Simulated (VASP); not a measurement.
# As (Cmce) in VASP: settings compared, part 2 of 2

VASP 6.6.1. The steps go on from the part before.

## (3) Relaxation of cell and atoms, PBEsol

This run uses another cell than the first one, of 22.43 Å³/atom, 1.065 times its volume.

INCAR reads:

```
PREC = Accurate
ENCUT = 600
EDIFF = 1E-6
ISMEAR = 1
SIGMA = 0.1
LREAL = False
LASPH = True
NELM = 80
ALGO = Normal
ISIF = 3
LWAVE = False
LCHARG = False
GGA = PS
IBRION = 2
NSW = 90
EDIFFG = -0.01
KPAR = 2
```

KPOINTS reads:

```
regular mesh
0
Gamma
  12 12 8
```

POSCAR reads:

```
As
1.0
    1.8250000000     -5.5000000000      0.0000000000
    1.8250000000      5.5000000000      0.0000000000
    0.0000000000      0.0000000000      4.4700000000
As
4
Direct
    0.1100000000      0.8900000000      0.0600000000
    0.6100000000      0.3900000000      0.4400000000
    0.8900000000      0.1100000000      0.9400000000
    0.3900000000      0.6100000000      0.5600000000
```

Potentials or basis: VASP PAW PBE potentials, release 64 (As).

Command:

```sh
$ cat potpaw_PBE.64/As/POTCAR > POTCAR
$ mpirun -np 2 vasp_std > vasp.out
```

OUTCAR:

```text
PREC = Accurate
   ENCUT = 600
   EDIFF = 1E-6
   ISMEAR = 1
   LREAL = False
   LASPH = True
   NELM = 80
   ISIF = 3
   GGA = PS
   IBRION = 2
   NSW = 90
   EDIFFG = -0.01

 ion  position               nearest neighbor table
   1  0.110  0.890  0.060-   3 2.48   2 2.49   2 2.49
   2  0.610  0.390  0.440-   4 2.48   1 2.49   1 2.49
   3  0.890  0.110  0.940-   1 2.48   4 2.49   4 2.49
   4  0.390  0.610  0.560-   2 2.48   3 2.49   3 2.49

  LATTYP: Found a base centered orthorhombic cell.
 ALAT       =     3.6500000000
 B/A-ratio  =     3.0136986301
 C/A-ratio  =     1.2246575342

  Lattice vectors:

 A1 = (   1.8250000000,  -5.5000000000,   0.0000000000)
 A2 = (   1.8250000000,   5.5000000000,   0.0000000000)
 A3 = (   0.0000000000,   0.0000000000,   4.4700000000)

Analysis of symmetry for initial positions (statically):
=====================================================================
 Subroutine PRICEL returns:
 Original cell was already a primitive cell.

 Routine SETGRP: Setting up the symmetry group for a
 base centered orthorhombic supercell.

 Subroutine GETGRP returns: Found  8 space group operations
 (whereof  4 operations were pure point group operations)
 out of a pool of  8 trial point group operations.

The static configuration has the point symmetry C_2h.
 The point group associated with its full space group is D_2h.

Analysis of symmetry for dynamics (positions and initial velocities):
=====================================================================
 Subroutine PRICEL returns:
 Original cell was already a primitive cell.

 Routine SETGRP: Setting up the symmetry group for a
 base centered orthorhombic supercell.

 Subroutine GETGRP returns: Found  8 space group operations
 (whereof  4 operations were pure point group operations)
 out of a pool of  8 trial point group operations.

The dynamic configuration has the point symmetry C_2h.
 The point group associated with its full space group is D_2h.

 Subroutine INISYM returns: Found  8 space group operations
 (whereof  4 operations are pure point group operations),
 and found     1 'primitive' translations

----------------------------------------------------------------------------------------

                                     Primitive cell

  volume of cell :      89.7353

  direct lattice vectors                    reciprocal lattice vectors
     1.825000000 -5.500000000  0.000000000     0.273972603 -0.090909091  0.000000000
     1.825000000  5.500000000  0.000000000     0.273972603  0.090909091  0.000000000
     0.000000000  0.000000000  4.470000000     0.000000000  0.000000000  0.223713647

  length of vectors
     5.794879205  5.794879205  4.470000000     0.288661480  0.288661480  0.223713647

  position of ions in fractional coordinates (direct lattice)
     0.110000000  0.890000000  0.060000000
     0.610000000  0.390000000  0.440000000
     0.890000000  0.110000000  0.940000000
     0.390000000  0.610000000  0.560000000

  ion indices of the primitive-cell ions
   primitive index   ion index
                 1           1
                 2           2
                 3           3
                 4           4

----------------------------------------------------------------------------------------

 KPOINTS: regular mesh

Automatic generation of k-mesh.
 Grid dimensions read from file:
 generate k-points for:   12   12    8
[... 73 lines left out ...]
   TEBEG  =    0.0;   TEEND  =   0.0 temperature during run
   PSTRESS=    0.0 pullay stress
   NELECT =      20.0000    total number of electrons
   NUPDOWN=      -1.0000    fix difference up-down
   EMIN   =  10.00;   EMAX   =-10.00  energy-range for DOS
   EFERMI =   0.00;   METHOD = LEGACY
   ISMEAR =     1;   SIGMA  =   0.10  broadening in eV -4-tet -1-fermi 0-gaus
   EFERMI_NEDOS =   21; number of points for ismear=-14 and -15
   IALGO  =     38    algorithm
   IMIX   =      4    mixing-type and parameters
     AMIX     =   0.40;   BMIX     =  1.00
     AMIX_MAG =   1.60;   BMIX_MAG =  1.00
  volume/ion in A,a.u.               =      22.43       151.39
  Fermi-wavevector in a.u.,A,eV,Ry     =   0.992576  1.875697 13.404559  0.985207
  Thomas-Fermi vector in A             =   2.124398
   LORBIT       =      0    0 simple, 1 ext, 2 COOP (PROOUT), +10 PAW based schemes
   GGA     = PS    functional components
   LHFCALC =     F    Hartree Fock is set to
   AEXX    =    0.0000 exact exchange contribution
   IVDW    =     0    specifies the selected vdW correction
   LEPSILON=     F    determine dielectric tensor
   LRPA    =     F    only Hartree local field effects (RPA)
 conjugate gradient relaxation of ions
 non-spin polarized calculation
 Methfessel and Paxton  Order N= 1 SIGMA  =   0.10
  energy-cutoff  :      600.00
  volume of cell :       89.74
 maximum number of plane-waves:      3023
 NGX is ok and might be reduce to    48
   NGX = 23   NGY = 23   NGZ = 17

--------------------------------------- Ionic step        1  -------------------------------------------

 number of electron      20.0000001 magnetization

 Free energy of the ion-electron system (eV)
  ---------------------------------------------------
  ext. energy  EPLUGINS =         0.00000000
  ---------------------------------------------------
  free energy    TOTEN  =       -20.23438543 eV

  energy without entropy =      -20.23419004  energy(sigma->0) =      -20.23432030

------------------------ aborting loop because EDIFF is reached ----------------------------------------

  FORCE on cell =-STRESS in cart. coord.  units (eV):
  Direction    XX          YY          ZZ          XY          YZ          ZX
  --------------------------------------------------------------------------------------
  -------------------------------------------------------------------------------------
  Total        0.5023423      0.0810350     -0.3868027      0.0000000      0.0000000      0.0000000
  in kB        8.9690662      1.4468392     -6.9061666      0.0000000      0.0000000      0.0000000
  external PRESSURE =       1.1699129 kB  Pullay stress =       0.0000000 kB
[... 95 lines left out ...]
  FREE ENERGIE OF THE ION-ELECTRON SYSTEM (eV)
  ---------------------------------------------------
  free  energy   TOTEN  =       -20.2401062854 eV

  energy  without entropy=      -20.2399849131  energy(sigma->0) =      -20.24006583

 E-fermi :   4.8146     XC(G=0):  -9.9721

 val. band max:        4.8030993891   @ k =  -0.3333   0.3333   0.3750
 cond. band min:       4.8177547901   @ k =   0.5000   0.5000   0.1250
 fundamental gap:      0.0146554010
 Fermi energy:         4.8145500058

 k-point     1 :       0.0000    0.0000    0.0000
  band No.  band energies     occupation
      1      -9.9979      2.00000
      2      -7.1021      2.00000
      3      -4.4852      2.00000
      4      -1.3421      2.00000
      5      -1.1685      2.00000
      6       0.5865      2.00000
      7       1.4689      2.00000
      8       2.5754      2.00000
      9       2.7648      2.00000
     10       3.8517      2.00000
     11       6.5756     -0.00000
     12       6.9870      0.00000
     13       7.1046      0.00000
     14       8.2337      0.00000
[... 379 lines left out ...]
      3      -5.4580      2.00000
      4      -2.7176      2.00000
      5       0.0899      2.00000
      6       0.7505      2.00000
      7       1.4927      2.00000
      8       2.2502      2.00000
      9       2.7902      2.00000
     10       3.9373      2.00000
     11       5.5191     -0.00000
     12       6.7359     -0.00000
     13       7.0475      0.00000
     14       8.0138      0.00000

 [... further k-points ...]

[... ionic steps 4 to 16 ...]

--------------------------------------- Ionic step       17  -------------------------------------------

 number of electron      20.0000000 magnetization

------------------------ aborting loop because EDIFF is reached ----------------------------------------
[... 71 lines left out ...]
--------------------------------------- Ionic step       19  -------------------------------------------

 number of electron      20.0000000 magnetization

 Free energy of the ion-electron system (eV)
  ---------------------------------------------------
  ext. energy  EPLUGINS =         0.00000000
  ---------------------------------------------------
  free energy    TOTEN  =       -20.25325527 eV

  energy without entropy =      -20.25320617  energy(sigma->0) =      -20.25323890

 E-fermi :   4.9481     XC(G=0): -10.0631

 val. band max:        4.9420891822   @ k =   0.5000   0.5000   0.0000
 cond. band min:       4.9529943254   @ k =   0.5000   0.4167   0.1250
 fundamental gap:      0.0109051432
 Fermi energy:         4.9481361409

 k-point     1 :       0.0000    0.0000    0.0000
  band No.  band energies     occupation
      1      -9.8895      2.00000
      2      -6.9487      2.00000
      3      -4.2021      2.00000
      4      -1.2753      2.00000
      5      -0.9542      2.00000
      6       0.6687      2.00000
      7       1.5989      2.00000
      8       2.6801      2.00000
      9       2.9007      2.00000
     10       4.0796      2.00000
     11       6.8439     -0.00000
     12       7.3075      0.00000
     13       7.3929      0.00000
     14       8.5425      0.00000
[... 422 lines left out ...]
  FREE ENERGIE OF THE ION-ELECTRON SYSTEM (eV)
  ---------------------------------------------------
  free  energy   TOTEN  =       -20.2532552676 eV

  energy  without entropy=      -20.2532061688  energy(sigma->0) =      -20.25323890

 reached required accuracy - stopping structural energy minimisation
```

OSZICAR:

```text
N       E                     dE             d eps       ncg     rms          rms(c)
DAV:   1     0.787810364548E+02    0.78781E+02   -0.87140E+03  6020   0.133E+03
DAV:   2    -0.147760379992E+02   -0.93557E+02   -0.90989E+02  7956   0.174E+02
[... 121 lines left out ...]
  18 F= -.20253221E+02 E0= -.20253203E+02  d E =-.818536E-04
       N       E                     dE             d eps       ncg     rms          rms(c)
DAV:   1    -0.202532695427E+02   -0.47618E-04   -0.15795E-03  6224   0.217E-01    0.179E-02
DAV:   2    -0.202532612764E+02    0.82663E-05   -0.49203E-05  7646   0.432E-02    0.104E-02
DAV:   3    -0.202532552296E+02    0.60467E-05   -0.13885E-05  7226   0.219E-02    0.134E-03
DAV:   4    -0.202532552676E+02   -0.37933E-07   -0.82913E-07  3928   0.591E-03
  19 F= -.20253255E+02 E0= -.20253239E+02  d E =-.337890E-04
```

Wall time 14 min (2 MPI ranks of Intel Xeon Platinum 8488C (Sapphire Rapids), shared host); peak memory 0.47 GiB.

Results:

* Free energy: -20.2533 eV
* Relaxed volume: 21.77 Å³/atom
* Relaxed cell: a = 5.748 Å, b = 5.748 Å, c = 4.286 Å, α = 90.00°, β = 90.00°, γ = 142.07°
* Space group after relaxing (to 0.05 Å): Cmce (No. 64)
* Energy gained by relaxing: 4.7 meV/atom
* Ionic steps: 19
* Pressure after relaxing: 0.0 GPa
* Largest force after relaxing: 0.008 eV/Å
* Band gap on the k mesh: none (metal or under the smearing width)

Forces in eV/Å, atoms in the order of the input:
```
As   0.000 -0.008  0.001
As   0.000 -0.008 -0.001
As   0.000  0.008 -0.001
As   0.000  0.008  0.001
```

Step by step:
```csv
step,energy change (eV),largest force (eV/Å),pressure (GPa),volume (Å³)
1,0.0000,0.1125,0.12,89.74
2,-0.0050,0.0278,-0.23,89.95
3,-0.0057,0.0735,-0.43,90.07
4,-0.0093,0.0863,-0.24,89.60
5,-0.0110,0.1304,0.02,88.97
6,-0.0139,0.0753,-0.18,88.63
7,-0.0157,0.0312,-0.56,87.95
8,-0.0175,0.0205,-0.29,87.24
9,-0.0179,0.0272,-0.08,86.75
10,-0.0179,0.0280,-0.07,86.71
11,-0.0181,0.0237,-0.03,86.74
12,-0.0186,0.0265,0.11,86.84
13,-0.0186,0.0296,0.14,86.86
14,-0.0188,0.0125,-0.05,87.13
15,-0.0188,0.0128,-0.05,87.12
16,-0.0188,0.0132,-0.04,87.11
17,-0.0188,0.0056,-0.01,87.09
18,-0.0188,0.0101,0.03,87.06
19,-0.0189,0.0078,0.01,87.06
```

Final structure:
```cif
data_structure
_symmetry_space_group_name_H-M 'P 1'
_symmetry_Int_Tables_number 1
_cell_length_a 5.7484
_cell_length_b 5.7484
_cell_length_c 4.2860
_cell_angle_alpha 90.000
_cell_angle_beta 90.000
_cell_angle_gamma 142.066
_cell_volume 87.06
loop_
_atom_site_label
_atom_site_type_symbol
_atom_site_fract_x
_atom_site_fract_y
_atom_site_fract_z
_atom_site_occupancy
As1 As 0.11224 0.88776 0.05492 1
As2 As 0.61224 0.38776 0.44508 1
As3 As 0.88776 0.11224 0.94508 1
As4 As 0.38776 0.61224 0.55492 1
```

Caveat: the PAW data sets were made with another functional, which shifts forces and pressure a little.

## (4) Relaxation of cell and atoms, PBEsol

This run uses another cell than the first one, of 21.77 Å³/atom, 1.033 times its volume.

Changes to INCAR since step 3:

```diff
@@ -2,3 +2,3 @@
 ENCUT = 600
-EDIFF = 1E-6
+EDIFF = 1E-7
 ISMEAR = 1
@@ -15,3 +15,3 @@
 NSW = 90
-EDIFFG = -0.01
+EDIFFG = -0.005
 KPAR = 2
```

KPOINTS is that of step 3.

POSCAR reads:

```
As                                      
1.0
    1.8683397946     -5.4362564535      0.0000000000
    1.8683397946      5.4362564535     -0.0000000000
    0.0000000000     -0.0000000000      4.2859905930
  As            
     4
Direct
     0.1122428094952629    0.8877571905047372    0.0549207831185035
     0.6122428094952628    0.3877571905047371    0.4450792168814965
     0.8877571905047372    0.1122428094952629    0.9450792168814968
     0.3877571905047371    0.6122428094952628    0.5549207831185032
```

Command:

```sh
$ cat potpaw_PBE.64/As/POTCAR > POTCAR
$ mpirun -np 2 vasp_std > vasp.out
```

Run time: 5.8 min. Hardware: 2 MPI ranks of Intel Xeon Platinum 8488C (Sapphire Rapids), shared host; peak memory 0.47 GiB.

It converged, with:

| Item | Value |
| --- | --- |
| Free energy | -20.2532 eV |
| Relaxed volume | 21.75 Å³/atom |
| Relaxed cell | a = 5.750 Å, b = 5.750 Å, c = 4.277 Å, α = 90.00°, β = 90.00°, γ = 142.03° |
| Space group after relaxing (to 0.05 Å) | Cmce (No. 64) |
| Energy gained by relaxing | 0.0 meV/atom |
| Ionic steps | 6 |
| Pressure after relaxing | 0.0 GPa |
| Largest force after relaxing | 0.004 eV/Å |
| Band gap on the k mesh | none (metal or under the smearing width) |

Forces on the atoms (eV/Å):
```
As   0.000 -0.002 -0.004
As   0.000 -0.002  0.004
As   0.000  0.002  0.004
As   0.000  0.002 -0.004
```

Final structure:
```yaml
crystal:
  lattice:
    - [1.87064, -5.43729, 0.00000]
    - [1.87064, 5.43729, 0.00000]
    - [0.00000, 0.00000, 4.27672]
  atoms:
    - { symbol: As, position: [0.11228, 0.88772, 0.05470] }
    - { symbol: As, position: [0.61228, 0.38772, 0.44530] }
    - { symbol: As, position: [0.88772, 0.11228, 0.94530] }
    - { symbol: As, position: [0.38772, 0.61228, 0.55470] }
```

Levels at points of the mesh, in eV from the Fermi level:
```
           k point  band 8  band 9  band 10  band 11  band 12  band 13
(0.00, 0.00, 0.00)   -2.28   -2.03    -0.84     1.90     2.38     2.45
(0.50, 0.00, 0.00)   -2.36   -2.13    -2.13     0.79     0.79     1.21
(0.50, 0.50, 0.00)   -1.73   -1.52    -0.54    -0.01     1.92     2.28
(0.00, 0.00, 0.50)   -2.13   -0.59    -0.59     0.79     0.79     1.60
(0.50, 0.00, 0.50)   -4.75   -1.86    -1.86     1.92     1.92     5.23
(0.50, 0.50, 0.50)   -1.74   -1.15    -1.15     1.38     1.38     1.75
```

Caveat: the PAW data sets were made with another functional, which shifts forces and pressure a little.

## (5) Relaxation of cell and atoms, LDA

This run uses another cell than the first one, of 22.43 Å³/atom, 1.065 times its volume.

INCAR reads:

```
SYSTEM = As
PREC = Accurate
ENCUT = 600
EDIFF = 1E-6
ISMEAR = 1
SIGMA = 0.1
LREAL = .False.
LASPH = .True.
NELM = 80
ALGO = Normal
ISIF = 3
LWAVE = .False.
LCHARG = .False.
GGA = CA
IBRION = 2
NSW = 90
EDIFFG = -0.01
KPAR = 2
```

KPOINTS reads:

```
regular mesh
0
Gamma
  12 12 8
  0 0 0
```

POSCAR reads:

```
As
1.0
    1.8250000000     -5.5000000000      0.0000000000
    1.8250000000      5.5000000000      0.0000000000
    0.0000000000      0.0000000000      4.4700000000
As
4
Direct
    0.1100000000      0.8900000000      0.0600000000
    0.6100000000      0.3900000000      0.4400000000
    0.8900000000      0.1100000000      0.9400000000
    0.3900000000      0.6100000000      0.5600000000
```

Potentials or basis: VASP PAW LDA potentials, release 64 (As).

Command:

```sh
$ cat potpaw_LDA.64/As/POTCAR > POTCAR
$ mpirun -np 2 vasp_std > vasp.out
```

Run time: 63 min. Hardware: 2 MPI ranks of Intel Xeon Platinum 8175M at 2.50GHz (Skylake/Cascade Lake), shared host; peak memory 0.42 GiB.

The run converged. Its results:

```
Free energy                            : -21.3614 eV
Relaxed volume                         : 21.07 Å³/atom
Relaxed cell                           : a = 5.690 Å, b = 5.690 Å, c = 4.205 Å, α = 90.00°, β = 90.00°, γ = 141.76°
Space group after relaxing (to 0.05 Å) : Cmce (No. 64)
Energy gained by relaxing              : 10.1 meV/atom
Ionic steps                            : 16
Pressure after relaxing                : 0.0 GPa
Largest force after relaxing           : 0.009 eV/Å
Band gap on the k mesh                 : none (metal or under the smearing width)
```

Forces on the atoms (eV/Å):
```
As   0.000  0.008  0.004
As   0.000  0.008 -0.004
As   0.000 -0.008 -0.004
As   0.000 -0.008  0.004
```

The path:
```tsv
step	energy change (eV)	largest force (eV/Å)	pressure (GPa)	volume (Å³)
1	0.0000	0.1459	-1.48	89.74
2	-0.0092	0.2550	0.91	87.06
3	-0.0118	0.1489	0.12	87.89
4	-0.0183	0.1332	0.02	87.53
5	-0.0309	0.1459	-0.23	86.41
6	-0.0182	0.3127	-0.52	84.07
7	-0.0328	0.1813	-0.31	85.83
8	-0.0373	0.0624	-0.13	85.05
9	-0.0374	0.0422	-0.09	84.88
10	-0.0390	0.0297	-0.01	84.55
11	-0.0397	0.0415	0.10	84.11
12	-0.0401	0.0313	0.01	84.18
13	-0.0403	0.0381	-0.09	84.26
14	-0.0405	0.0118	0.06	84.18
15	-0.0405	0.0066	0.09	84.16
16	-0.0406	0.0085	0.01	84.28
```

Final structure:
```cif
data_structure
_symmetry_space_group_name_H-M 'P 1'
_symmetry_Int_Tables_number 1
_cell_length_a 5.6902
_cell_length_b 5.6902
_cell_length_c 4.2055
_cell_angle_alpha 90.000
_cell_angle_beta 90.000
_cell_angle_gamma 141.762
_cell_volume 84.28
loop_
_atom_site_label
_atom_site_type_symbol
_atom_site_fract_x
_atom_site_fract_y
_atom_site_fract_z
_atom_site_occupancy
As1 As 0.11318 0.88682 0.05280 1
As2 As 0.61318 0.38682 0.44720 1
As3 As 0.88682 0.11318 0.94720 1
As4 As 0.38682 0.61318 0.55280 1
```

Levels at points of the mesh, in eV from the Fermi level:
```
           k point  band 6  band 7  band 8  band 9  band 10  band 11  band 12  band 13  band 14
(0.00, 0.00, 0.00)   -4.32   -3.42   -2.37   -2.00    -0.80     1.98     2.54     2.55     3.77
(0.50, 0.00, 0.00)   -3.58   -2.32   -2.32   -2.05    -2.05     0.77     0.77     1.29     1.29
(0.50, 0.50, 0.00)   -4.18   -3.91   -1.76   -1.54    -0.60     0.00     2.01     2.36     3.29
(0.00, 0.00, 0.50)   -4.48   -2.13   -2.13   -0.53    -0.53     0.81     0.81     1.51     1.51
(0.50, 0.00, 0.50)   -5.77   -4.85   -4.85   -1.87    -1.87     1.93     1.93     5.47     5.47
(0.50, 0.50, 0.50)   -2.30   -1.66   -1.66   -1.13    -1.13     1.37     1.37     1.85     1.85
```

LDA usually gives volumes a few per cent too small. Zero-point motion and thermal expansion aren't in these numbers.
